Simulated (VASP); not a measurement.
# ZnS (F-43m) in VASP: further runs

Runs on ZnS. Level: HSE06. Tasks: single point.

Program: VASP 6.6.1. These are calculated values, not measurements. Logs are shortened: lines on timing, memory, paths and dates and some standing lists are left out, and cuts for length are marked.

### 1 The crystal as given

It takes space group F-43m (No. 216, cubic). The conventional cell has a = 5.404 Å, b = 5.404 Å, c = 5.404 Å, α = 90.00°, β = 90.00°, γ = 90.00°. Around Zn (site symmetry -43m) lie 4 S at 2.34 Å. S (site symmetry -43m) is surrounded by 4 Zn at 2.34 Å.

### 2 Single point, HSE06

Input file POSCAR:

```
ZnS
1.0
    0.0000000000      2.7020000000      2.7020000000
    2.7020000000      0.0000000000      2.7020000000
    2.7020000000      2.7020000000      0.0000000000
Zn S
1 1
Direct
    0.7500000000      0.7500000000      0.7500000000
    0.0000000000      0.0000000000      0.0000000000
```

Input file INCAR.step1:

```
PREC = Accurate
ENCUT = 340
EDIFF = 1E-5
ISMEAR = 0
SIGMA = 0.01
LREAL = False
LASPH = True
NELM = 100
ALGO = Normal
ISIF = 2
LWAVE = True
LCHARG = False
NKRED = 1
NBANDS = 17
GGA = PE
```

Input file INCAR.step2:

```
PREC = Accurate
ENCUT = 340
EDIFF = 1E-6
ISMEAR = 0
SIGMA = 0.01
LREAL = False
LASPH = True
NELM = 100
ALGO = Normal
ISIF = 2
LWAVE = False
LCHARG = False
GGA = PE
LHFCALC = True
HFSCREEN = 0.2
PRECFOCK = Fast
NKRED = 1
NBANDS = 17
ISTART = 1
```

Input file KPOINTS:

```
Automatic mesh
0
Gamma
  4 4 4
```

Potentials or basis: VASP PAW PBE potentials, release 64 (Zn, S).

The run is started by

```sh
cat potpaw_PBE.64/Zn/POTCAR potpaw_PBE.64/S/POTCAR > POTCAR
cp INCAR.step1 INCAR
mpirun -np 1 vasp_std > vasp.out
cp INCAR.step2 INCAR
mpirun -np 1 vasp_std > vasp.out
```

OUTCAR:

```text
PREC = Accurate
   ENCUT = 340
   EDIFF = 1E-6
   ISMEAR = 0
   LREAL = False
   LASPH = True
   NELM = 100
   ISIF = 2
   GGA = PE
   LHFCALC = True
   HFSCREEN = 0.2
   PRECFOCK = Fast
   NKRED = 1
   ISTART = 1

 Found      8 irreducible k-points:

 Following reciprocal coordinates:
            Coordinates               Weight
  0.000000  0.000000  0.000000      1.000000
  0.250000  0.000000  0.000000      8.000000
  0.500000  0.000000  0.000000      4.000000
  0.250000  0.250000  0.000000      6.000000
  0.500000  0.250000  0.000000     24.000000
 -0.250000  0.250000  0.000000     12.000000
   k-points           NKPTS =      8   k-points in BZ     NKDIM =     64   number of bands    NBANDS=     17
   number of dos      NEDOS =    301   number of ions     NIONS =      2
   total plane-waves  NPLWV =  13824
   dimension x,y,z NGX =    24 NGY =   24 NGZ =   24
   dimension x,y,z NGXF=    48 NGYF=   48 NGZF=   48
   ions per type =               1   1
   NGX,Y,Z   is equivalent  to a cutoff of  10.44, 10.44, 10.44 a.u.
   NGXF,Y,Z  is equivalent  to a cutoff of  20.88, 20.88, 20.88 a.u.
 SYSTEM =  unknown system
   PREC   = accura    normal or accurate (medium, high low for compatibility)
   ISTART =      1    job   : 0-new  1-cont  2-samecut
   ICHARG =      0    charge: 1-file 2-atom 10-const
   ISPIN  =      1    spin polarized calculation?
   LNONCOLLINEAR =      F non collinear calculations
   LSORBIT =      F    spin-orbit coupling
   LASPH  =      T    aspherical Exc in radial PAW
   ENCUT  =  340.0 eV  24.99 Ry    5.00 a.u.   5.75  5.75  5.75*2*pi/ulx,y,z
   NELM   =    100;   NELMIN=  2; NELMDL=  0     # of ELM steps
   EDIFF  = 0.1E-05   stopping-criterion for ELM
   LREAL  =      F    real-space projection
   EDIFFG = 0.1E-04   stopping-criterion for IOM
   NSW    =      0    number of steps for IOM
   IBRION =     -1    ionic relax: 0-MD 1-quasi-New 2-CG
   NFREE  =      0    steps in history (QN), initial steepest desc. (CG)
   ISIF   =      2    stress and relaxation
   ISYM   =      3    0-nonsym 1-usesym 2-fastsym
   POTIM  = 0.5000    time-step for ionic-motion
   TEBEG  =    0.0;   TEEND  =   0.0 temperature during run
   PSTRESS=    0.0 pullay stress
   NELECT =      18.0000    total number of electrons
   NUPDOWN=      -1.0000    fix difference up-down
   EMIN   =  10.00;   EMAX   =-10.00  energy-range for DOS
   EFERMI =   0.00;   METHOD = LEGACY
   ISMEAR =     0;   SIGMA  =   0.01  broadening in eV -4-tet -1-fermi 0-gaus
   EFERMI_NEDOS =   21; number of points for ismear=-14 and -15
   IALGO  =     38    algorithm
   IMIX   =      1    mixing-type and parameters
     AMIX     =   0.40;   BMIX     =  1.00
     AMIX_MAG =   1.60;   BMIX_MAG =  1.00
  volume/ion in A,a.u.               =      19.73       133.12
  Fermi-wavevector in a.u.,A,eV,Ry     =   1.260290  2.381602 21.610537  1.588330
  Thomas-Fermi vector in A             =   2.393807
   LORBIT       =      0    0 simple, 1 ext, 2 COOP (PROOUT), +10 PAW based schemes
   GGA     = PE    functional components
   LHFCALC =     T    Hartree Fock is set to
   PRECFOCK=fast      Normal, Fast or Accurate (Low or Medium for compatibility)
   ENCUT4O =  -1.0   cutoff for four orbital integrals eV
   NKREDX  =     1    reduce k-point grid by
   NKREDY  =     1    reduce k-point grid by
   NKREDZ  =     1    reduce k-point grid by
   AEXX    =    0.2500 exact exchange contribution
   HFSCREEN=    0.2000 screening length (either q_TF or 0.3 A-1)
   HFSCREENC=   0.2000 screening length for correlation (either q_TF or 0.3 A-1)
   ENCUTFOCK=  -1.0 apply spherical cutoff to Coloumb kernel
   IVDW    =     0    specifies the selected vdW correction
   LEPSILON=     F    determine dielectric tensor
   LRPA    =     F    only Hartree local field effects (RPA)
 non-spin polarized calculation
 Gauss-broadening in eV      SIGMA  =   0.01
  energy-cutoff  :      340.00
  volume of cell :       39.45
 maximum number of plane-waves:       588
 NGX is ok and might be reduce to    24
  NGX = 14; NGY = 14; NGZ = 14

 number of electron      17.9999961 magnetization

 Free energy of the ion-electron system (eV)
  ---------------------------------------------------
  ext. energy  EPLUGINS =         0.00000000
  ---------------------------------------------------
  free energy    TOTEN  =        -8.35035049 eV

  energy without entropy =       -8.35035049  energy(sigma->0) =       -8.35035049

 E-fermi :   1.4318     XC(G=0):  -7.9526

 val. band max:        1.3845142043   @ k =   0.0000   0.0000   0.0000
 cond. band min:       4.7437304109   @ k =   0.0000   0.0000   0.0000
 fundamental gap:      3.3592162066
 Fermi energy:         1.4318468451

 k-point     1 :       0.0000    0.0000    0.0000
  band No.  band energies     occupation
      1     -12.9342      2.00000
      2      -6.4584      2.00000
      3      -6.4583      2.00000
      4      -6.4583      2.00000
      5      -6.0124      2.00000
      6      -6.0124      2.00000
[... 9 lines left out ...]
     16      14.7903      0.00000
     17      17.3488      0.00000

 k-point     2 :       0.2500    0.0000    0.0000
  band No.  band energies     occupation
      1     -12.4804      2.00000
      2      -6.3958      2.00000
      3      -6.3957      2.00000
      4      -6.3416      2.00000
      5      -6.0117      2.00000
      6      -6.0117      2.00000
[... 9 lines left out ...]
     16      14.9297      0.00000
     17      18.8916      0.00000

 k-point     3 :       0.5000    0.0000    0.0000
  band No.  band energies     occupation
      1     -11.9442      2.00000
      2      -6.3507      2.00000
      3      -6.3506      2.00000
      4      -5.9877      2.00000
      5      -5.9877      2.00000
      6      -5.7772      2.00000
[... 9 lines left out ...]
     16      16.4195      0.00000
     17      18.5478      0.00000

 k-point     4 :       0.2500    0.2500    0.0000
  band No.  band energies     occupation
      1     -12.3290      2.00000
      2      -6.4198      2.00000
      3      -6.3216      2.00000
      4      -6.3216      2.00000
      5      -6.0430      2.00000
      6      -5.9789      2.00000
[... 9 lines left out ...]
     16      18.8551      0.00000
     17      19.5498      0.00000

 k-point     5 :       0.5000    0.2500    0.0000
  band No.  band energies     occupation
      1     -11.7922      2.00000
      2      -6.3304      2.00000
      3      -6.2496      2.00000
      4      -6.1239      2.00000
      5      -5.9748      2.00000
      6      -5.7771      2.00000
[... 9 lines left out ...]
     16      17.9865      0.00000
     17      18.5980      0.00000

 k-point     6 :      -0.2500    0.2500    0.0000
  band No.  band energies     occupation
      1     -11.9714      2.00000
      2      -6.3313      2.00000
      3      -6.3124      2.00000
      4      -6.1015      2.00000
      5      -6.0271      2.00000
      6      -5.9139      2.00000
[... 9 lines left out ...]
     16      17.7461      0.00000
     17      18.5175      0.00000

 [... further k-points ...]

------------------------ aborting loop because EDIFF is reached ----------------------------------------

  FORCE on cell =-STRESS in cart. coord.  units (eV):
  Direction    XX          YY          ZZ          XY          YZ          ZX
  --------------------------------------------------------------------------------------
  -------------------------------------------------------------------------------------
  Total        0.2343848      0.2343848      0.2343848      0.0000000      0.0000000      0.0000000
  in kB        9.5181807      9.5181807      9.5181807      0.0000000      0.0000000      0.0000000
  external PRESSURE =       9.5181807 kB  Pullay stress =       0.0000000 kB

 VOLUME and BASIS-vectors are now :
 -----------------------------------------------------------------------------
  energy-cutoff  :      340.00
  volume of cell :       39.45
      direct lattice vectors                 reciprocal lattice vectors
     0.000000000  2.702000000  2.702000000    -0.185048113  0.185048113  0.185048113
     2.702000000  0.000000000  2.702000000     0.185048113 -0.185048113  0.185048113
     2.702000000  2.702000000  0.000000000     0.185048113  0.185048113 -0.185048113

 POSITION                                       TOTAL-FORCE (eV/Angst)
 -----------------------------------------------------------------------------------
      4.05300      4.05300      4.05300        -0.000000     -0.000000     -0.000000
      0.00000      0.00000      0.00000         0.000000      0.000000      0.000000
 -----------------------------------------------------------------------------------
    total drift:                                0.000198      0.000175      0.000125

  FREE ENERGIE OF THE ION-ELECTRON SYSTEM (eV)
  ---------------------------------------------------
  free  energy   TOTEN  =        -8.3503504930 eV

  energy  without entropy=       -8.3503504930  energy(sigma->0) =       -8.35035049
```

Run time: 76 s. Hardware: 1 thread of AMD EPYC 9R45 (Zen 5), shared host; peak memory 0.2 GiB.

The run converged, but some of its settings lie outside the range that counts as converged, so its numbers aren't taken as properties of the crystal.

What came out:

- Free energy: -8.3504 eV
- Pressure: 1.0 GPa
- Band gap on the k mesh: 3.36 eV, direct

Caveat: the k mesh is coarse (spacing up to 0.50 Å⁻¹), so the values aren't converged, least of all with exact exchange; the cutoff is under 1.25 times the usual one of these potentials, so pressure, stress and relaxed cells hold a basis-set (Pulay) error; the PAW data sets were made with another functional, which shifts forces and pressure a little.

### 3 Single point, HSE06

POSCAR is that of step 2.

INCAR.step1, as its differences from that of step 2:

```diff
@@ -1,3 +1,3 @@
 PREC = Accurate
-ENCUT = 340
+ENCUT = 400
 EDIFF = 1E-5
```

INCAR.step2, as its differences from that of step 2:

```diff
@@ -1,3 +1,3 @@
 PREC = Accurate
-ENCUT = 340
+ENCUT = 400
 EDIFF = 1E-6
@@ -15,3 +15,3 @@
 HFSCREEN = 0.2
-PRECFOCK = Fast
+PRECFOCK = Low
 NKRED = 1
```

KPOINTS is that of step 2.

Potentials or basis: VASP PAW PBE potentials, release 64 (Zn, S).

The run is started by

```sh
cat potpaw_PBE.64/Zn/POTCAR potpaw_PBE.64/S/POTCAR > POTCAR
cp INCAR.step1 INCAR
mpirun -np 1 vasp_std > vasp.out
cp INCAR.step2 INCAR
mpirun -np 1 vasp_std > vasp.out
```

OUTCAR:

```text
PREC = Accurate
   ENCUT = 400
   EDIFF = 1E-6
   ISMEAR = 0
   LREAL = False
   LASPH = True
   NELM = 100
   ISIF = 2
   GGA = PE
   LHFCALC = True
   HFSCREEN = 0.2
   PRECFOCK = Low
   NKRED = 1
   ISTART = 1

 Found      8 irreducible k-points:

 Following reciprocal coordinates:
            Coordinates               Weight
  0.000000  0.000000  0.000000      1.000000
  0.250000  0.000000  0.000000      8.000000
  0.500000  0.000000  0.000000      4.000000
[... 207 lines left out ...]

------------------------ aborting loop because EDIFF is reached ----------------------------------------

  FORCE on cell =-STRESS in cart. coord.  units (eV):
  Direction    XX          YY          ZZ          XY          YZ          ZX
  --------------------------------------------------------------------------------------
  -------------------------------------------------------------------------------------
  Total        0.1106303      0.1106303      0.1106303     -0.0000000      0.0000000     -0.0000000
  in kB        4.4926089      4.4926089      4.4926089     -0.0000000      0.0000000     -0.0000000
  external PRESSURE =       4.4926089 kB  Pullay stress =       0.0000000 kB

 VOLUME and BASIS-vectors are now :
 -----------------------------------------------------------------------------
  energy-cutoff  :      400.00
  volume of cell :       39.45
      direct lattice vectors                 reciprocal lattice vectors
     0.000000000  2.702000000  2.702000000    -0.185048113  0.185048113  0.185048113
     2.702000000  0.000000000  2.702000000     0.185048113 -0.185048113  0.185048113
     2.702000000  2.702000000  0.000000000     0.185048113  0.185048113 -0.185048113

 POSITION                                       TOTAL-FORCE (eV/Angst)
 -----------------------------------------------------------------------------------
      4.05300      4.05300      4.05300         0.000000     -0.000000      0.000000
      0.00000      0.00000      0.00000        -0.000000      0.000000     -0.000000
 -----------------------------------------------------------------------------------
    total drift:                                0.000140      0.000169      0.000100

  FREE ENERGIE OF THE ION-ELECTRON SYSTEM (eV)
  ---------------------------------------------------
  free  energy   TOTEN  =        -8.3239553971 eV

  energy  without entropy=       -8.3239553971  energy(sigma->0) =       -8.32395540
```

Run time: 72 s. Hardware: 1 thread of AMD EPYC 9R45 (Zen 5), shared host; peak memory 0.22 GiB.

The run converged, but some of its settings lie outside the range that counts as converged, so its numbers aren't taken as properties of the crystal.

Results:

| Property | Result |
| --- | --- |
| Free energy | -8.3240 eV |
| Pressure | 0.4 GPa |
| Band gap on the k mesh | 3.36 eV, direct |

Caveat: the k mesh is coarse (spacing up to 0.50 Å⁻¹), so the values aren't converged, least of all with exact exchange; the PAW data sets were made with another functional, which shifts forces and pressure a little.

[end of part 1 of 2]
